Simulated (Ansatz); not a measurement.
Take a crystal in which Ta has been replaced by Re on all its sites, with the cell rescaled by a rough guess (in some cases also distorted within its space group) and nothing relaxed:

```
Re
1.0
     0.00000    2.01703    2.01703
     2.01703    0.00000    2.01703
     2.01703    2.01703    0.00000
Re
1
Direct
  0.00000 0.00000 0.00000
```

Theory: DFT PBE, scalar-relativistic, plane waves, PAW (Ansatz 0.2.0).

Cutoff 420 eV; k points 18×18×18 on the computed 1-atom cell (Γ-centred); Gaussian smearing, width 0.10 eV; no spin polarisation.

(1) Will this cell want to expand or contract, and how hard?

(2) Is it a metal on this mesh?

Spin-orbit coupling is left out, which matters for the bands of heavy elements.

## Answers

(1) The pressure is -26.6 GPa (positive in compression), so the cell would contract.

(2) Yes, a band crosses the Fermi level.

This fcc form isn't the element's structure at ambient conditions.